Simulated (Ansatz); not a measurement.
Input and command of a calculation in Ansatz (plane waves; scalar-relativistic PAW potentials unless the input names others):

```yaml
crystal:
  lattice:
    - [-1.5890478975, 1.5890478975, 3.0874692545]
    - [1.5890478975, -1.5890478975, 3.0874692545]
    - [1.5890478975, 1.5890478975, -3.0874692545]
  atoms:
    - { symbol: Sn, position: [0.0, 0.0, 0.0] }
basis:
  ecutwfc: 420
kpoints:
  mp_grid: { grid: [18, 18, 18], shift: [0.5, 0.5, 0.5] }
hamiltonian:
  xc: pbe
scf:
  occupations: { method: gaussian, width: 0.1 }
output:
  forces: true
  eigenvalues: true
  stress: true
```

```bash
ansatz run input.yaml --threads 1 --pin off --max-ram 1331MiB --backend cpu --events-out ev --progress --plain --runs-dir out
```

Abridged log:
```
Basis set: ecut = 420 eV, 623 PW (Γ), exchange–correlation on 54×54×54 points (8 copies of the dense FFT grid, shifted against one another)
Bands: 11, of which v1, the nominal top of the filled ones, is band 7 counted from 1 (6 counted from 0)
Symmetry: 16 space group operations
k-points: 475 of 5832
SCF iter   1: F=—  HF=-6024.063272 eV  |F-HF|=—  |Δ(HF+E_count)|=         —  Δρ=8.92e-4  dr2=1.58e-4  ethr=1.77e-3  ⟨swp⟩=5.0  Hψ=31502  notcnv=0
SCF iter   2: F=—  HF=-6024.062710 eV  |F-HF|=—  |Δ(HF+E_count)|=   5.63e-4  Δρ=5.66e-4  dr2=6.48e-5  ethr=1.13e-6  ⟨swp⟩=2.3  Hψ=12338  notcnv=0
SCF iter   3: F=—  HF=-6024.062763 eV  |F-HF|=—  |Δ(HF+E_count)|=   5.35e-5  Δρ=2.66e-4  dr2=1.48e-5  ethr=4.63e-7  ⟨swp⟩=3.0  Hψ=8429  notcnv=0
SCF iter   4: F=—  HF=-6024.062784 eV  |F-HF|=—  |Δ(HF+E_count)|=   2.10e-5  Δρ=5.60e-5  dr2=6.76e-7  ethr=1.05e-7  ⟨swp⟩=2.3  Hψ=6714  notcnv=0
SCF iter   5: F=-6024.062784 eV  HF=-6024.062784 eV  |F-HF|=6.37e-9  |Δ(HF+E_count)|=   2.48e-7  Δρ=8.03e-6  dr2=2.27e-8  ethr=4.83e-9  ⟨swp⟩=2.0  Hψ=8452  notcnv=0
SCF iter   6: F=-6024.062784 eV  HF=-6024.062784 eV  |F-HF|=1.23e-9  |Δ(HF+E_count)|=   1.00e-8  Δρ=2.18e-6  dr2=1.34e-9  ethr=1.62e-10  ⟨swp⟩=3.1  Hψ=20530  notcnv=0
SCF 1 converged in 6 iterations: F = -6024.062784 eV  dr2 = 1.34e-9
SCF converged after 6 iterations
Free energy (F): -6024.062784 eV
Harris-Foulkes:  -6024.062784 eV  (|F-HF|=1.23e-9)
Internal energy: -6024.059369 eV  (E = F + TS)
E sigma→0 (E₀):  -6024.061076 eV
Entropy (-TS):   -0.003415 eV (-3.415 meV/atom)
Fermi energy:    8.953789 eV
--- Forces (eV/Å), atoms counted from 1 ---
  atom   1  Sn     0.00000000     0.00000000     0.00000000
--- Stress (GPa, compression-positive) ---
       -2.143033       0.000000       0.000000
        0.000000      -2.143033       0.000000
        0.000000       0.000000      -4.749633
  P = ⅓ Tr σ = -3.0119 GPa (-30.119 kbar)
```

Apart from outputs and empty bands, the input differs from a reference run on usual settings in kpoints.mp_grid.shift: not typed → [0.5, 0.5, 0.5]. The reference, at the same geometry (not necessarily relaxed), gave pressure -2.97 GPa, largest force 0.000 eV/Å, no gap on the mesh. This run converged in 6 SCF iterations (reference: 6) with an energy at zero smearing 0.62 meV/atom below the reference's, pressure -3.01 GPa, largest force 0.000 eV/Å, no gap on the mesh.